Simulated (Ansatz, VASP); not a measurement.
# GaN: VASP beside Ansatz

Contents of INCAR:

```
PREC = Accurate ; ENCUT = 600
EDIFF = 1E-7 ; ISMEAR = 0
SIGMA = 0.1 ; LREAL = False
LASPH = True ; NELM = 80
ALGO = Normal ; ISIF = 3
LWAVE = False ; LCHARG = False
GGA = PE ; IVDW = 12
IBRION = 2 ; NSW = 90
EDIFFG = -0.04
```

Contents of KPOINTS:

```
regular mesh
0
Gamma
  6 6 6
```

Contents of POSCAR:

```
GaN
1.0
    3.7204035877      0.0000000000      0.0000000000
    0.0000000000      3.7204035877      0.0000000000
    0.0000000000      0.0000000000      3.5138129400
Ga N
2 2
Direct
    0.5000000000      0.5000000000      0.0000000000
    0.0000000000      0.0000000000      0.0000000000
    0.5000000000      0.0000000000      0.7941030763
    0.0000000000      0.5000000000      0.2058969237
```

Input for Ansatz:

```yaml
crystal:
  lattice:
    - [3.7204035877, 0.0, 0.0]
    - [0.0, 3.7204035877, 0.0]
    - [0.0, 0.0, 3.51381294]
  atoms:
    - { symbol: Ga, position: [0.5, 0.5, 0.0] }
    - { symbol: Ga, position: [0.0, 0.0, 0.0] }
    - { symbol: "N", position: [0.5, 0.0, 0.7941030763] }
    - { symbol: "N", position: [0.0, 0.5, 0.2058969237] }
basis:
  ecutwfc: 420
kpoints:
  mp_grid: { grid: [6, 6, 6] }
hamiltonian:
  xc: pbe
  dispersion: d3bj
scf:
  occupations: { method: gaussian, width: 0.1 }
  lower_state_search: "off"
output:
  forces: true
  stress: true
  eigenvalues: true
relax:
  adjacent_minimum: "off"
  f_tol: 0.04
  max_steps: 70
  cell: { stress_tol: 0.4 }
```

Alike in both runs: task relaxation of cell and atoms; functional PBE; dispersion D3(BJ); k mesh 6 × 6 × 6; occupations gaussian, width 0.1 eV; no spin polarisation.

```csv
,VASP,Ansatz
version,VASP 6.6.1,Ansatz 0.2.0
potentials or method,"VASP PAW PBE potentials, release 64 (Ga_d, N)","scalar-relativistic, plane waves, PAW"
plane-wave cutoff (eV),600,420
valence electrons in the cell,36,36
```

```csv
,VASP,Ansatz,Ansatz less VASP
"gap on the k mesh at the Fermi level, each at its own relaxed structure (eV)",0.50,0.55,+0.048
relaxed volume (Å³/atom),12.18,12.16,-0.020
relaxed cell length with the largest relative difference (Å),3.724,3.720,-0.0039
```

A k mesh can miss the band edges. Expect the measured gap to be larger: semilocal functionals such as PBE lack the derivative discontinuity.
